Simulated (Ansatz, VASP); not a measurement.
**Two plane-wave programs on Cu**

File INCAR:

```
PREC = Accurate
ENCUT = 520
EDIFF = 1E-7
ISMEAR = 0
SIGMA = 0.15
LREAL = F
LASPH = T
NELM = 100
ALGO = Fast
ISIF = 2
LWAVE = F
LCHARG = T
LELF = T
LVHAR = T
NBANDS = 18
```

File KPOINTS:

```
Automatic mesh
0
Gamma
  21 21 12
```

Contents of POSCAR:

```
Cu
1.0
    2.5340966698      0.0000000000      0.0000000000
   -1.2670483349      2.1945920917      0.0000000000
    0.0000000000      0.0000000000      4.1331338550
Cu
2
Direct
    0.3333333333      0.6666666667      0.2500000000
    0.6666666667      0.3333333333      0.7500000000
```

Input for Ansatz:

```yaml
crystal:
  lattice:
    - [2.5340966698, 0.0, 0.0]
    - [-1.2670483349, 2.1945920917, 0.0]
    - [0.0, 0.0, 4.133133855]
  atoms:
    - { symbol: Cu, position: [0.3333333333, 0.6666666667, 0.25] }
    - { symbol: Cu, position: [0.6666666667, 0.3333333333, 0.75] }
basis:
  ecutwfc: 420
kpoints:
  mp_grid: { grid: [21, 21, 12] }
hamiltonian:
  xc: lda
scf:
  occupations: { method: gaussian, width: 0.15 }
output:
  forces: true
  stress: true
  eigenvalues: true
```

Change from the starting cell: strain +0.0050 x Voigt [0, 0, 1, 0, 0, 0], atoms carried along.

Alike in both runs: task single point; functional LDA; k mesh 21 × 21 × 12; occupations gaussian, width 0.15 eV; no spin polarisation.

|  | VASP | Ansatz |
| --- | --- | --- |
| version | VASP 6.6.1 | Ansatz 0.2.0 |
| potentials or method | VASP PAW LDA potentials, release 64 (Cu) | scalar-relativistic, plane waves, PAW |
| plane-wave cutoff (eV) | 520 | 420 |
| valence electrons in the cell | 22 | 38 |

```tsv
	VASP	Ansatz	Ansatz less VASP
gap on the k mesh at the Fermi level (eV)	none	none	-
pressure (GPa)	-7.9	-8.8	-0.88
largest component of the traceless stress (GPa)	1.23	1.27	+0.035
```

A gap of «none» marks a metal or a gap that the smearing closes. The two sets of potentials don't hold the same shells in valence.
